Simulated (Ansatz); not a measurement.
Write the native input for Ansatz 0.2.0 that does the following.

| Property | Result |
| --- | --- |
| Task | single point |
| Functional | PBE |
| Potentials or basis | all-electron LAPW, scalar-relativistic |
| Cutoff | 295 eV (chosen from the basis error) |
| Basis error allowed | 0.001 eV/atom |
| k mesh | 11 × 11 × 6 |
| Occupations | gaussian, width 0.016 eV |
| Spin | no spin polarisation |

The system is Os.

```
Os
1.0
     2.73410    0.00000    0.00000
    -1.36705    2.36780    0.00000
     0.00000    0.00000    4.31970
Os
2
Direct
  0.66667 0.33333 0.75000
  0.33333 0.66667 0.25000
```

One way to write it, as run:

input.yaml

```yaml
crystal:
  lattice:
    - [2.7341, 0.0, 0.0]
    - [-1.36705, 2.3678000565, 0.0]
    - [0.0, 0.0, 4.3197]
  atoms:
    - { symbol: Os, position: [0.6666666667, 0.3333333333, 0.75] }
    - { symbol: Os, position: [0.3333333333, 0.6666666667, 0.25] }
kpoints:
  mp_grid: { grid: [11, 11, 6] }
scf:
  occupations: { method: gaussian, width: 0.016 }
hamiltonian:
  xc: pbe
  pseudopotentials: { kind: all_electron, lapw: { basis_error: 0.001 } }
output:
  forces: true
  stress: true
  eigenvalues: true
```

Potentials or basis: all-electron LAPW, scalar-relativistic.

Launch:

```bash
$ ansatz run input.yaml --threads 1 --pin off --max-ram 3072MiB --backend cpu --events-out ev --progress --plain --runs-dir out
```

It gave:

| Quantity | Value |
| --- | --- |
| Pressure | 8.7 GPa |
| Band gap on the k mesh | none (metal or under the smearing width) |

Run time: 25 s on 1 thread of Arm Neoverse V1, with other jobs on the host, peak memory 0.41 GiB.
